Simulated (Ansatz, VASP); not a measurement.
# Zn in VASP and in Ansatz

```xyz
1
Lattice="0.0000 1.9870 1.9870 1.9870 0.0000 1.9870 1.9870 1.9870 0.0000" Properties=species:S:1:pos:R:3 pbc="T T T"
Zn    0.0000    0.0000    0.0000
```

Alike in both runs: functional revPBE; k mesh 14 × 14 × 14; occupations fermi-dirac, width 0.1 eV; no spin polarisation.

Ansatz relaxed the structure, and its values are those at the end. VASP's run is a single point on that final structure, the one shown.

```csv
,VASP,Ansatz
version,VASP 6.6.1,Ansatz 0.2.0
potentials or method,"VASP PAW PBE potentials, release 64 (Zn)","plane waves (420 eV) with PAW, scalar-relativistic"
plane-wave cutoff (eV),520,420
valence electrons in the cell,12,12
```

Ansatz gave:

* pressure (GPa): 0.0

What did VASP give for the same quantities?

Pressure (GPa): 0.3.

The functional is the same, so the differences come from potentials, cutoffs and numerics.

Caveats: the PAW data sets were made with another functional, which shifts forces and pressure a little (VASP).
